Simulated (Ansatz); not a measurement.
Pt:

```
Pt
1.0
     0.00000    1.96090    1.96090
     1.96090    0.00000    1.96090
     1.96090    1.96090    0.00000
Pt
1
Direct
  0.00000 0.00000 0.00000
```

A run of Ansatz 0.2.0 on this cell left the log below. Logs are shortened: lines on timing, memory, paths and dates and some standing lists are left out, and cuts for length are marked.

```text
Warning: RAYON_NUM_THREADS=2 ignored (pool sized by the plan → 2); use --threads N
Engine: ansatz 0.2.0, x86_64-unknown-linux-gnu
Pseudopotentials: kind: paw
Pseudopotential: Pt, paw, valence charge 18, recommended cutoff 420 eV (normal), Pt.paw.azcp
Functional definition: revPBE
  parameter kappa = 1.245
  parameter beta = 0.06672455060314922
  exchange = pbe_x(kappa = kappa, mu = beta*pi^2/3)
  correlation = pbe_c(beta = beta)
Crystal: 1 atoms, lattice volume = 15.080 Å³
Basis set: ecut = 420 eV, 283 PW (Γ), exchange–correlation on 40×40×40 points (8 copies of the dense FFT grid, shifted against one another)
Bands: 13, of which v1, the nominal top of the filled ones, is band 9 counted from 1 (8 counted from 0)
Symmetry: 48 space group operations
Space group: Fm-3m (ITA 225), of the structure as read, at distance tolerance 2.5e-5 Å
k-points: 72 of 1728
Non-local potential: Pt, projectors of the file, l = 0: 3, l = 1: 2, l = 2: 2, l = 3: 1
PAW form: soft (Blöchl's): semilocal exchange-correlation on the pseudo side does not see the compensation charge
PAW frozen core: Pt, regenerated for the run's functional, and the local potential with it (the file was generated under x = pbe(κ = 0.804, μ = 0.2195149727645171), c = pbe(β = 0.06672455060314922))
PAW one-centre angular grid: Pt, 590 points (default); XC on 64 Gauss nodes
Initial density: superposition of atomic densities (neutral atoms: chi_scale 0, normalization atom), corrected by the library's trained network
Initial wavefunctions: pseudopotential atomic-orbital guess
Functional: x = revpbe(κ = 1.245, μ = 0.2195149727645171), c = pbe(β = 0.06672455060314922)
SCF iter   1: F=—  HF=-12532.800149 eV  |F-HF|=—  |Δ(HF+E_count)|=         —  Δρ=4.03e-3  dr2=1.08e-3  ethr=1.77e-3  ⟨swp⟩=5.1  Hψ=5145  notcnv=0
preconditioner: auto → none  [metal: Δε(μ)=0.004 eV  Ē_g=14.204 eV  σ=0.050 eV  W_gap=0.02  n_scr=8 (ndim 8)  ℏωp=30.2 eV  f_vac=0.000  D(μ)=1.99/eV (n_scr^D=26)  sad-step TF]
SCF iter   2: F=—  HF=-12532.800482 eV  |F-HF|=—  |Δ(HF+E_count)|=   3.33e-4  Δρ=2.02e-3  dr2=1.89e-4  ethr=5.99e-6  ⟨swp⟩=1.7  Hψ=1688  notcnv=0
[... 52 lines left out ...]
SCF 5 converged in 5 iterations: F = -12532.830827 eV  dr2 = 1.21e-12
relax step   5: F+E_penalty+E_count = -12532.83082697 eV  Δ(F+E_penalty+E_count) = -3.232e-4 eV  max|allowed force component| = 0.000e0 eV/Å  Δτ_max = 0.0000 Å  P = -0.001 GPa  Ω = 15.845 Å³  stress off target by 5.32e-4 GPa  SCF on the basis re-selected at this cell (its energy is not comparable with the rows above)  (5 SCF iters)
basis re-selected at this cell: Δ(F+E_penalty+E_count) = -3.232e-4 eV, ΔP = -0.023 GPa vs the last step (what re-selecting the basis moved, of the pressure what is left beyond the Pulay correction that the steps carried, after the strain that the cell walked since its last selection, with what the two solves' SCF thresholds leave and, on support functions, any second-order correction that the steps lacked; it is no measure of the basis error at this ecutwfc). This SCF's stress stands 5.32e-4 GPa from its target on what of the cell is left free (relax.cell.stress_tol is 5.00e-2 GPa) and its largest allowed force component is 0.00e0 eV/Å (relax.f_tol is 1.00e-2 eV/Å): within both
SCF converged after 5 iterations
Free energy (F): -12532.830827 eV
Harris-Foulkes:  -12532.830827 eV  (|F-HF|=0.00e0)
Internal energy: -12532.814689 eV  (E = F + TS)
E sigma→0 (E₀):  -12532.822758 eV
Entropy (-TS):   -0.016138 eV (-16.138 meV/atom)
Fermi energy:    21.986121 eV
--- Per-component energies (eV) ---
  E_band       = -149.719316
  E_kinetic    = 636.738922
  E_local      = -1526.557493  (includes V_loc(G=0)·N_el)
  E_nonlocal   = 199.408758
  E_hartree    = 565.330521
  E_xc         = -261.612407
  E_vxc        = -302.311649  (∫ρ·V_xc dr)
  E_paw        = -9463.582250  (= ΣΔE_a)
  E_vpaw       = -287.659111  (= ΣTr[D̂ρ^β])
  E_aug_tail   = 0.000206  (compensation charges beyond the density's cutoff)
  E_ewald      = -2682.513932
  E_core_change = -0.027013  (= ΣΔE_core)
  E_smearing   = -0.016138  (= −TS)
  E_closure    = -0.000000  (closes the sum)
  Σ components = -12532.830827   (vs F -12532.830827, Δ=0.00e0)
--- Forces (eV/Å), atoms counted from 1 ---
  atom   1  Pt    -0.00000000     0.00000000     0.00000000
  max |Σ_I F_I| component: 2.26e-32 eV/Å
--- Stress (GPa, compression-positive) ---
       -0.000532      -0.000000      -0.000000
       -0.000000      -0.000532       0.000000
       -0.000000      -0.000000      -0.000532
  P = ⅓ Tr σ = -0.0005 GPa (-0.005 kbar)
--- Band table (eV; the first three rows and the last of 72) ---
  k-point 0: bands = ["-76.3251", "-30.3675", "-30.3675", "-30.3675", "12.2998", "18.4722", "18.4722", "18.4722", "20.4584", "20.4584", "36.7047", "41.3888", "41.3888"]
  k-point 1: bands = ["-76.3233", "-30.3943", "-30.3714", "-30.3714", "12.5653", "18.3625", "18.5728", "18.5728", "20.4067", "20.4067", "37.0898", "40.0688", "41.7751"]
  k-point 2: bands = ["-76.3186", "-30.4673", "-30.3820", "-30.3820", "13.3039", "18.1427", "18.7773", "18.7773", "20.3680", "20.3680", "37.6286", "38.0332", "42.8378"]
  k-point 71: bands = ["-76.2904", "-30.6292", "-30.6292", "-30.5192", "16.7411", "17.7635", "17.7635", "20.1359", "22.4247", "28.7891", "30.0195", "30.0195", "33.5974"]
--- Relaxed structure (4 steps of the walk, 3 accepted, 1 SCFs on fresh bases) ---
  F+E_penalty+E_count = -12532.83082697 eV   max|allowed force component| = 0.000e0 eV/Å   (the final SCF, on the basis selected at the relaxed cell)
  cell:  # Å, volume = 15.8450 Å³
    - [1.2101508596248841e-34, 1.9935223445009662, 1.9935223445009662]
    - [1.9935223445009662, 9.553822543557417e-35, 1.9935223445009662]
    - [1.9935223445009662, 1.9935223445009662, -2.292917414803016e-34]
  atoms:
    - { symbol: Pt, position: [0.0, 0.0, 0.0] }
```

Task: Write the input and the command behind it.

Result: Relaxation of cell and atoms with revPBE, no spin polarisation. The files as run (others can give the same):

input.yaml
```yaml
crystal:
  lattice:
    - [0.0, 1.9609, 1.9609]
    - [1.9609, 0.0, 1.9609]
    - [1.9609, 1.9609, 0.0]
  atoms:
    - { symbol: Pt, position: [0.0, 0.0, 0.0] }
hamiltonian:
  xc: revpbe
  pseudopotentials: { kind: paw }
kpoints:
  mp_grid: { grid: [12, 12, 12] }
scf:
  occupations: { method: fermi_dirac, width: 0.05 }
output:
  forces: true
  stress: true
  eigenvalues: true
relax:
  f_tol: 0.01
  max_steps: 40
  cell: { stress_tol: 0.05 }
```

Potentials or basis: Ansatz PAW.
Command:
```sh
$ ansatz run input.yaml --threads 2 --pin off --max-ram 5632MiB --backend cpu --events-out ev --progress --plain --runs-dir out
```

Caveat: the plane-wave basis is chosen anew once the cell has moved, so the energies of steps on either side of that aren't comparable; the PAW data sets come from PBE, with cores solved anew for the run's functional, which leaves a small shift of forces and pressure.
